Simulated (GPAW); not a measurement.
Wanted: an ASE script for a GPAW 26.7.0 run.

| Quantity | Value |
| --- | --- |
| Task | equation of state |
| Functional | BEEF-vdW |
| Potentials or basis | GPAW PAW data sets (gpaw-data 1.2.1) |
| Cutoff | 600 eV |
| Basis | pw |
| k mesh | 11 × 11 × 11 |
| Occupations | fermi-dirac, width 0.05 eV |
| Spin | no spin polarisation |
| Maxiter | 150 |
| Eos scales | [0.94, 0.96, 0.98, 1.0, 1.02, 1.04, 1.06] |

The structure of Ag lies in Ag.xyz:

```xyz
1
Lattice="0.0000000000 2.0427500000 2.0427500000 2.0427500000 0.0000000000 2.0427500000 2.0427500000 2.0427500000 0.0000000000" Properties=species:S:1:pos:R:3 pbc="T T T"
Ag     0.0000000000      0.0000000000      0.0000000000
```

The input as run:

run.py

```python
from ase.eos import EquationOfState
from ase.io import Trajectory, read
from ase.units import GPa
from gpaw import GPAW, PW

atoms = read('Ag.xyz')

traj = Trajectory('eos.traj', 'w')
volumes, energies = [], []
for x in [0.94, 0.96, 0.98, 1.0, 1.02, 1.04, 1.06]:
    a = atoms.copy()
    a.set_cell(atoms.cell * x**(1 / 3), scale_atoms=True)
    calc = GPAW(mode=PW(600),
                xc={'name': 'BEEF-vdW', 'backend': 'libvdwxc'},
                kpts={'size': (11, 11, 11), 'gamma': True},
                occupations={'name': 'fermi-dirac', 'width': 0.05},
                nbands=18,
                convergence={'density': 1e-05, 'energy': 1e-05},
                maxiter=150,
                txt=f'eos-{x:.2f}.txt')
    a.calc = calc
    energies.append(a.get_potential_energy(force_consistent=True))
    volumes.append(a.get_volume())
    calc.write(f'eos-{x:.2f}.gpw')
    traj.write(a)
    print(f'{x:.2f} {volumes[-1]:10.4f} A^3 {energies[-1]:14.6f} eV', flush=True)

v0, e0, B = EquationOfState(volumes, energies, eos='birchmurnaghan').fit()
print(f'V0 = {v0:.4f} A^3, E0 = {e0:.6f} eV, B0 = {B / GPa:.2f} GPa')
```

Potentials or basis: GPAW PAW data sets (gpaw-data 1.2.1), pw.

Run with:

```sh
$ OMP_NUM_THREADS=1 python run.py
```

Results of the run:

```json
{
  "Equilibrium volume": "19.22 Å³/atom (rough: see the caveat)",
  "Bulk modulus": "63 GPa (rough)"
}
```

Caveat: the minimum lies outside the volumes run; the PAW data sets were made with another functional, which shifts forces and pressure a little.

Wall time 48 s on 1 thread of Intel(R) Xeon(R) 6975P-C (Granite Rapids), on a shared host, peak memory 0.23 GiB.
